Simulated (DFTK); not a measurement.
Input of a DFTK 0.8.2 run:

File run.jl:

```julia
using DFTK
using PseudoPotentialData
using Unitful, UnitfulAtomic
using LinearAlgebra, Printf
include("save.jl")
disable_threading()

# lattice vectors are the columns
lattice = austrip(1u"Å") * [           0.0   1.4984397099   1.4984397099;
             1.9417396906            0.0   1.9417396906;
             1.9651051623   1.9651051623            0.0]
symbols   = [:Fe]
positions = [[0.0, 0.0, 0.0]]
pseudopotentials = PseudoFamily("dojo.nc.sr.pbe.v0_4_1.standard.upf")
elements = Dict(s => ElementPsp(s, pseudopotentials) for s in unique(symbols))
atoms    = [elements[s] for s in symbols]
magnetic_moments = [3.0]

build_model(lattice, positions; symmetries=true) =
    model_DFT(lattice, atoms, positions;
              functionals=PBE(),
              magnetic_moments,
              spin_polarization=:collinear,
              temperature=austrip(0.05u"eV"),
              smearing=Smearing.FermiDirac(),
              symmetries)
Ecut  = 45.0  # hartree
kgrid = [13, 13, 13]
tol   = 1e-6
to_GPa = ustrip(uconvert(u"GPa", 1u"hartree/bohr^3"))

model = build_model(lattice, positions)
basis = PlaneWaveBasis(model; Ecut, kgrid)
display(basis)
scfres = self_consistent_field(basis;
                               tol,
                               ρ=guess_density(basis, magnetic_moments),
                               nbandsalg=AdaptiveBands(model; n_bands_converge=14))
display(scfres.energies)
@printf "Fermi level: %.6f eV\n" ustrip(auconvert(u"eV", something(scfres.εF, NaN)))
forces = compute_forces_cart(scfres)
println("Forces (eV/Å)")
for (s, f) in zip(symbols, forces)
    @printf "%-3s %12.6f %12.6f %12.6f\n" s ustrip.(auconvert.(u"eV/Å", f))...
end
stress = compute_stresses_cart(scfres)
println("Stress (GPa)")
display(round.(stress * to_GPa; digits=4))
@printf "Total moment: %.4f μB\n" sum(spin_density(scfres.ρ)) * scfres.basis.dvol
println("Levels at the first k-point (eV): ", round.(ustrip.(auconvert.(u"eV", scfres.eigenvalues[1][1:scfres.n_bands_converge])); digits=4))
save_scf!(scfres; forces, stress)
```

Potentials or basis: dojo.nc.sr.pbe.v0_4_1.standard.upf (PBE).

Launch:

```bash
$ julia --threads=1 run.jl  # save.jl only writes the numbers to a file and isn't shown; printed stress counts tension as positive; times include loading and compiling
```

Task: Estimate the net moment.

Result: 2.29 μB per cell.

Task: What does it give for the site moments?

Result: Fe +2.29 μB.

Task: Predict the band gap on the k mesh.

Result: None (metal or under the smearing width).

Stress tensor (GPa, compression positive):
```
-3.15  0.00  0.00
 0.00  4.41  0.00
 0.00  0.00  2.83
```
